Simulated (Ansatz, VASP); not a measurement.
# C (bilayer graphene, AB stacked): VASP beside Ansatz

Aim: how closely do two programs agree when they are given the same cell, functional and k mesh? The cell is taken from a series of runs on this material, whose earlier steps may have relaxed, scaled, displaced or heated it; both programs get it as it stands.

Main program and level: Ansatz 0.2.0; plane waves, with VASP 6.6.1 beside it; single point at HSE06.

## Step 1: Starting point

The cell holds 4 atoms: 4 C. Its edges and angles: a = 2.461 Å, b = 2.461 Å, c = 19.354 Å, α = 90.0°, β = 90.0°, γ = 120.0°. Vacuum lies along c.

## Step 2: Ansatz: single point, HSE06

Ansatz runs on its default PAW (the set named soft_2) files.

A single point gives forces, pressure and levels at one fixed geometry, so differences don't come from the geometry; what else differs is listed under the comparison.

Input file input.yaml:

```yaml
crystal:
  lattice:
    - [2.461, 0.0, 0.0]
    - [-1.2305, 2.1312885187, 0.0]
    - [0.0, 0.0, 19.354]
  atoms:
    - { symbol: C, position: [0.0, 0.0, 0.4133512452] }
    - { symbol: C, position: [0.6666666667, 0.3333333333, 0.4133353291] }
    - { symbol: C, position: [0.0, 0.0, 0.5894721071] }
    - { symbol: C, position: [0.3333333333, 0.6666666667, 0.5894928534] }
hamiltonian:
  xc: hse06
kpoints:
  mp_grid: { grid: [18, 18, 1] }
scf:
  occupations: { method: fermi_dirac, width: 0.05 }
  convergence: { dr2_threshold: 1.0e-09 }
efield:
  axis: 3
  dipole_correction: true
output:
  write_potential: true
  write_density: true
  volumetric_format: npy
```

Run with:

```bash
$ ansatz run input.yaml --threads 2 --pin off --max-ram 4096MiB --backend cpu --events-out ev --progress --plain --runs-dir out
```

Numbers of over 12 decimals in the logs are rounded to 6 here.

Output:

```text
Engine: ansatz 0.2.0, aarch64-unknown-linux-gnu
Pseudopotentials: kind: paw
Pseudopotential: C, paw, valence charge 4, recommended cutoff 420 eV (normal), C.paw.azcp
Functional definition: HSE06
  parameter a = 0.25
  parameter omega = 0.11/bohr
  exchange = pbe_x - a*pbe_x_sr(omega) + a*exact_x_sr(omega)
  correlation = pbe_c
Crystal: 4 atoms, lattice volume = 101.514 Å³
Basis set: ecut = 420 eV, 1919 PW (Γ)
Bands: 12, of which v1, the nominal top of the filled ones, is band 8 counted from 1 (7 counted from 0)
Symmetry: 6 space group operations
Space group: P3m1 (ITA 156), of the structure as read, at distance tolerance 4.7e-5 Å
k-points: 37 of 324 (time reversal used)
Non-local potential: C, projectors of the file, l = 0: 2, l = 1: 2, l = 2: 1
PAW form: soft (Blöchl's): semilocal exchange-correlation on the pseudo side does not see the compensation charge
PAW frozen core: C, regenerated for the run's functional, and the local potential with it (the file was generated under x = pbe(κ = 0.804, μ = 0.219515), c = pbe(β = 0.066725))
PAW one-centre angular grid: C, 110 points (default); XC on 64 Gauss nodes
Initial density: superposition of atomic densities (neutral atoms: chi_scale 0, normalization atom), corrected by the library's trained network
Initial wavefunctions: pseudopotential atomic-orbital guess
Functional: x = pbe(κ = 0.804, μ = 0.219515), c = pbe(β = 0.066725), warm-up for x = pbe(κ = 0.804, μ = 0.219515) + 0.25 (exact − pbe) at short range (hse, ω = 0.207870 Å⁻¹), c = pbe(β = 0.066725); HSE06 as pw.x's `hse` composes it (authors' and Libxc's form: `xc: wpbeh`)
SCF iter   1: F=—  HF=-1003.744531 eV  |F-HF|=—  |Δ(HF+E_count)|=         —  Δρ=2.10e-3  dr2=5.49e-3  ethr=1.77e-3  p=0.000 e·Å  D=3.55e-6 V/Å  ΔV_dip=-0.00 eV  dr2_dipole=5.19e-10  V_vac-E_F(+/−)=4.49/4.49 eV  ⟨swp⟩=11.9  Hψ=2614  notcnv=1
efield: sawtooth ramp at fractional position 0.9514 (placed from the atoms, in the widest stretch of the axis that holds none; the zero of the levels goes with the place), width 0.1000; the density the first Hamiltonian is built on has a dipole p = 0.000 e·Å; the dipole correction subtracts the counter field D = 3.55e-6 V/Å, which shifts the + side's vacuum level by -0.00 eV against the − side's; the planar-averaged density in the ramp window peaks in size at 6.6e-5 e/Å³
preconditioner: auto → none  [metal: Δε(μ)=0.318 eV  Ē_g=14.983 eV  σ=0.050 eV  W_gap=0.50  n_scr=12 (ndim 8)  ℏωp=14.7 eV  f_vac=0.632  D(μ)=0.12/eV (n_scr^D=2)  sad-step TF]
SCF iter   2: F=—  HF=-1003.744726 eV  |F-HF|=—  |Δ(HF+E_count)|=   1.95e-4  Δρ=1.20e-3  dr2=2.65e-3  ethr=3.43e-5  p=0.000 e·Å  D=4.15e-6 V/Å  ΔV_dip=-0.00 eV  dr2_dipole=1.49e-10  V_vac-E_F(+/−)=4.47/4.47 eV  ⟨swp⟩=3.4  Hψ=972  notcnv=0  defer=15  κ⁻¹=1.0e0(r=1)
iter 3 solved again at ethr=1.48e-6 eV; its pass at ethr=1.65e-5 eV (dr2=2.37e-4 eV) is discarded
SCF iter   3: F=—  HF=-1003.744307 eV  |F-HF|=—  |Δ(HF+E_count)|=   4.20e-4  Δρ=4.19e-4  dr2=2.38e-4  ethr=1.48e-6  p=0.000 e·Å  D=1.93e-7 V/Å  ΔV_dip=-0.00 eV  dr2_dipole=3.41e-11  V_vac-E_F(+/−)=4.32/4.32 eV  ⟨swp⟩=2.2  Hψ=2055  notcnv=0  defer=14  κ⁻¹=3.0e-2(r=2)
SCF iter   4: F=—  HF=-1003.744324 eV  |F-HF|=—  |Δ(HF+E_count)|=   1.76e-5  Δρ=1.11e-4  dr2=3.77e-5  ethr=1.48e-6  p=0.000 e·Å  D=8.99e-6 V/Å  ΔV_dip=-0.00 eV  dr2_dipole=6.13e-10  V_vac-E_F(+/−)=4.29/4.30 eV  ⟨swp⟩=3.4  Hψ=1040  notcnv=0  defer=9  κ⁻¹=2.9e-2(r=3)
SCF iter   5: F=—  HF=-1003.744390 eV  |F-HF|=—  |Δ(HF+E_count)|=   6.59e-5  Δρ=5.14e-5  dr2=1.67e-6  ethr=2.36e-7  p=-0.000 e·Å  D=-1.58e-5 V/Å  ΔV_dip=0.00 eV  dr2_dipole=2.84e-9  V_vac-E_F(+/−)=4.26/4.26 eV  ⟨swp⟩=3.8  Hψ=998  notcnv=0  defer=10  κ⁻¹=8.2e-4(r=4)
SCF iter   6: F=—  HF=-1003.744411 eV  |F-HF|=—  |Δ(HF+E_count)|=   2.12e-5  Δρ=1.16e-5  dr2=2.96e-7  ethr=1.04e-8  p=0.000 e·Å  D=4.97e-5 V/Å  ΔV_dip=-0.00 eV  dr2_dipole=2.94e-8  V_vac-E_F(+/−)=4.26/4.26 eV  ⟨swp⟩=3.3  Hψ=1070  notcnv=0  defer=8  κ⁻¹=1.5e-4(r=5)
SCF iter   7: F=—  HF=-1003.744412 eV  |F-HF|=—  |Δ(HF+E_count)|=   6.53e-7  Δρ=6.96e-6  dr2=3.65e-7  ethr=1.85e-9  p=-0.000 e·Å  D=-1.02e-4 V/Å  ΔV_dip=0.00 eV  dr2_dipole=1.21e-7  V_vac-E_F(+/−)=4.26/4.26 eV  ⟨swp⟩=3.1  Hψ=867  notcnv=0  defer=2  κ⁻¹=9.1e-5(r=6)
SCF iter   8: F=—  HF=-1003.744412 eV  |F-HF|=—  |Δ(HF+E_count)|=   1.90e-8  Δρ=1.55e-6  dr2=1.51e-9  ethr=1.85e-9  p=0.000 e·Å  D=7.75e-7 V/Å  ΔV_dip=-0.00 eV  dr2_dipole=1.39e-14  V_vac-E_F(+/−)=4.26/4.26 eV  ⟨swp⟩=3.0  Hψ=792  notcnv=0  defer=1  κ⁻¹=3.8e-7(r=7)
SCF iter   9: F=-1003.744412 eV  HF=-1003.744412 eV  |F-HF|=7.45e-10  |Δ(HF+E_count)|=   4.65e-9  Δρ=7.51e-7  dr2=4.82e-10  ethr=9.44e-12  p=0.000 e·Å  D=1.16e-6 V/Å  ΔV_dip=-0.00 eV  dr2_dipole=7.02e-12  V_vac-E_F(+/−)=4.26/4.26 eV  ⟨swp⟩=3.6  Hψ=1082  notcnv=0  defer=1
SCF 1 converged in 9 iterations: F = -1003.744412 eV  dr2 = 4.82e-10
[...]
preconditioner: auto → none  [metal: Δε(μ)=0.001 eV  Ē_g=16.762 eV  σ=0.050 eV  W_gap=0.00  n_scr=12 (ndim 8)  ℏωp=14.7 eV  f_vac=0.633  D(μ)=0.12/eV (n_scr^D=2)]
[...]
SCF iter   5: F=—  HF=-1003.761917 eV  |F-HF|=—  |Δ(HF+E_count)|=   4.06e-7  Δρ=7.49e-5  dr2=3.29e-5  ethr=1.24e-7  p=0.001 e·Å  D=1.00e-3 V/Å  ΔV_dip=-0.02 eV  dr2_dipole=1.03e-5  V_vac-E_F(+/−)=4.34/4.36 eV  ⟨swp⟩=3.1  Hψ=837  notcnv=0  defer=2  κ⁻¹=6.7e-3(r=3)
SCF iter   6: F=—  HF=-1003.761910 eV  |F-HF|=—  |Δ(HF+E_count)|=   6.65e-6  Δρ=1.24e-5  dr2=3.74e-6  ethr=1.24e-7  p=-0.000 e·Å  D=-2.64e-5 V/Å  ΔV_dip=0.00 eV  dr2_dipole=1.38e-8  V_vac-E_F(+/−)=4.35/4.35 eV  ⟨swp⟩=3.1  Hψ=800  notcnv=0  defer=2  κ⁻¹=7.7e-5(r=4)
SCF iter   7: F=-1003.761962 eV  HF=-1003.761963 eV  |F-HF|=8.97e-7  |Δ(HF+E_count)|=   5.27e-5  Δρ=5.17e-5  dr2=1.51e-6  ethr=8.89e-10  p=0.000 e·Å  D=1.09e-5 V/Å  ΔV_dip=-0.00 eV  dr2_dipole=3.80e-10  V_vac-E_F(+/−)=4.35/4.35 eV  ⟨swp⟩=4.8  Hψ=1406  notcnv=0  defer=1
SCF 2 stopped early in 7 iterations: F = -1003.761962 eV  dr2 = 1.51e-6
  greatest PAW one-centre occupation: 0.677 electrons in one spin orbital (limit 2), on the C atom at site 2 (counted from 0), in its partial waves of l = 0
hybrid outer 1: dexx = +3.884e-3 eV, tail = 2.03e-5 eV
Exchange kernel: α = 0.2500, screened, ω = 0.2079 Å⁻¹, Wigner–Seitz truncation, v(0) = 1046.1767 eV·Å³, q-mesh 18×18×1, nearest image of the exchange supercell L = 19.35 Å, pair-density grid 15×15×90, without the augmentation charges, whose exchange is taken in its separable form by FFT convolution over the k-point mesh (sized by the pseudopotential files, 15×15×135 at the most), smooth part of the exact exchange by density-matrix convolution
Frozen-core exchange: fock
SCF iter   1: F=—  HF=-1003.762097 eV  |F-HF|=—  |Δ(HF+E_count)|=         —  Δρ=3.41e-5  dr2=4.90e-7  ethr=6.33e-7  p=0.000 e·Å  D=1.63e-5 V/Å  ΔV_dip=-0.00 eV  dr2_dipole=7.87e-12  V_vac-E_F(+/−)=4.35/4.35 eV  ⟨swp⟩=6.9  Hψ=1390  notcnv=0
efield: sawtooth ramp at fractional position 0.9514 (kept from the solve that this one continues, or follows in the run), width 0.1000; the density the first Hamiltonian is built on has a dipole p = 0.000 e·Å; the dipole correction subtracts the counter field D = 1.63e-5 V/Å, which shifts the + side's vacuum level by -0.00 eV against the − side's; the planar-averaged density in the ramp window peaks in size at 4.5e-8 e/Å³
preconditioner: auto → none  [metal: Δε(μ)=0.378 eV  Ē_g=16.841 eV  σ=0.050 eV  W_gap=0.50  n_scr=12 (ndim 8)  ℏωp=14.7 eV  f_vac=0.633  D(μ)=0.12/eV (n_scr^D=2)]
SCF iter   2: F=—  HF=-1003.762097 eV  |F-HF|=—  |Δ(HF+E_count)|=   4.73e-8  Δρ=1.44e-5  dr2=1.02e-7  ethr=2.87e-9  p=0.000 e·Å  D=1.90e-5 V/Å  ΔV_dip=-0.00 eV  dr2_dipole=5.00e-10  V_vac-E_F(+/−)=4.35/4.35 eV  ⟨swp⟩=3.0  Hψ=969  notcnv=0  κ⁻¹=1.0e0(r=1)
SCF iter   3: F=—  HF=-1003.762097 eV  |F-HF|=—  |Δ(HF+E_count)|=   1.07e-8  Δρ=3.72e-6  dr2=4.48e-8  ethr=4.50e-10  p=-0.000 e·Å  D=-1.11e-5 V/Å  ΔV_dip=0.00 eV  dr2_dipole=4.78e-9  V_vac-E_F(+/−)=4.35/4.35 eV  ⟨swp⟩=3.0  Hψ=820  notcnv=0  κ⁻¹=2.7e-1(r=2)
SCF iter   4: F=—  HF=-1003.762097 eV  |F-HF|=—  |Δ(HF+E_count)|=   1.60e-7  Δρ=3.12e-6  dr2=1.33e-8  ethr=1.13e-10  p=0.000 e·Å  D=2.66e-5 V/Å  ΔV_dip=-0.00 eV  dr2_dipole=2.40e-9  V_vac-E_F(+/−)=4.35/4.35 eV  ⟨swp⟩=3.8  Hψ=1135  notcnv=0  κ⁻¹=2.7e-1(r=2)
SCF iter   5: F=—  HF=-1003.762097 eV  |F-HF|=—  |Δ(HF+E_count)|=   2.51e-9  Δρ=1.11e-6  dr2=3.17e-9  ethr=7.34e-11  p=0.000 e·Å  D=1.52e-6 V/Å  ΔV_dip=-0.00 eV  dr2_dipole=8.57e-10  V_vac-E_F(+/−)=4.35/4.35 eV  ⟨swp⟩=3.1  Hψ=833  notcnv=0  κ⁻¹=2.7e-2(r=3)
iter 6 solved again at ethr=1.07e-12 eV; its pass at ethr=1.83e-11 eV (dr2=1.71e-10 eV) is discarded
SCF iter   6: F=-1003.762097 eV  HF=-1003.762097 eV  |F-HF|=1.30e-10  |Δ(HF+E_count)|=  6.36e-10  Δρ=5.58e-7  dr2=5.17e-10  ethr=1.07e-12  p=0.000 e·Å  D=1.22e-5 V/Å  ΔV_dip=-0.00 eV  dr2_dipole=2.22e-11  V_vac-E_F(+/−)=4.35/4.35 eV  ⟨swp⟩=2.2  Hψ=1549  notcnv=0
SCF 3 converged in 6 iterations: F = -1003.762097 eV  dr2 = 5.17e-10
  greatest PAW one-centre occupation: 0.677 electrons in one spin orbital (limit 2), on the C atom at site 0 (counted from 0), in its partial waves of l = 0
hybrid outer 2: dexx = +2.989e-7 eV, tail = 8.43e-9 eV, Δε = 2.47e-3 eV (about 5.45e-5 eV left of the loop's levels)
WARN: The output density's exchange-correlation potential varies sharply where the density is thin. Do not read a vacuum level from v_tot or v_xc, or from such a field of the output density. On a cell that repeats whose density bears no net charge and no dipole along the vacuum's axis use v_es (v_loc + v_h of the components); under efield.dipole_correction with no amplitude use v_es + v_field, which holds any externa [...]
hybrid SCF converged: 2 outer / 13 inner (+9 warm-up), last move |dexx| = 2.99e-7 eV, tail = 8.43e-9 eV
Stability not checked: this state was not tested for a lower state beside it, because the functional holds exact exchange (a hybrid, or Hartree-Fock), whose exchange loop this test does not read (fock_operator; see scf.lower_state_search)
Free energy (F): -1003.762097 eV
Frozen-core exchange: fock
Harris-Foulkes:  -1003.762097 eV  (|F-HF|=1.30e-10)
Internal energy: -1003.761233 eV  (E = F + TS)
E sigma→0 (E₀):  -1003.761665 eV
Entropy (-TS):   -0.000864 eV (-0.216 meV/atom)
Fermi energy:    -0.411565 eV
Dipole field:    D = 0.000003 V/Å  (p = 0.000002 e·Å, saw-weighted, corrected)
Work function:   Φ+ = 4.3469 eV   Φ− = 4.3471 eV
Levels:          The Fermi level and band energies are counted from a zero that moves with the ramp; work functions are not
--- Per-component energies (eV) ---
  E_band       = -176.470670
  E_kinetic    = 362.744176
  E_local      = -7297.737305  (includes V_loc(G=0)·N_el)
  E_nonlocal   = 107.287810
  E_hartree    = 3469.211276
  E_xc         = -155.372388
  E_vxc        = -190.448778  (∫ρ·V_xc dr)
  E_exx        = -35.944281  (= α·E_x^exact, valence–valence)
  E_paw        = -397.743636  (= ΣΔE_a)
  E_vpaw       = -24.850360  (= ΣTr[D̂ρ^β])
  E_aug_tail   = 0.000029  (compensation charges beyond the density's cutoff)
  E_efield     = 0.000000  (sawtooth field / dipole correction)
  E_vefield    = 0.000000  (∫n·V_field dr)
  E_ewald      = 2943.861959
  E_core_change = -0.068873  (= ΣΔE_core)
  E_smearing   = -0.000864  (= −TS)
  E_closure    = 0.000000  (closes the sum)
  Σ components = -1003.762097   (vs F -1003.762097, Δ=-1.14e-13)
--- Band table (eV; the first three rows and the last of 37) ---
  k-point 0: bands = [... 4 lower, -4.4234, -4.4234, -4.4153, -4.4153, 3.2195, 3.6123, 4.2142]
  k-point 1: bands = [... 4 lower, -4.7472, -4.7356, -4.5924, -4.5817, 3.3194, 3.7128, 4.3151]
  k-point 2: bands = [... 4 lower, -5.6389, -5.6195, -5.0421, -5.0273, 3.6193, 4.0141, 4.6180]
  k-point 36: bands = [... 4 lower, -12.5625, -12.5624, -0.7512, -0.4117, -0.4115, -0.0338, 10.6992]
  guard bands above this table: 1 of the run's 12 bands, where the rule asks 2: the bands that hold charge and the lowest empty level above them stay in the table. The solve was not asked for them (output.publish_guard_bands: true or output.eigenvalues: true publishes all)
```

(Continued in part 2 of 2.)

[Lines on the potential files, build, host, timing and source positions are cut from VASP's logs without a mark.]

[Logs are printed without paths, hosts, clocks, repeated set-up lines and the standing remarks that a program may print on its own settings, such as how far it seeks lower states.]

[Hosts, paths, dates, database ids (printed as entryN), source tags and the programs' standing remarks are cut or masked in the printed files.]
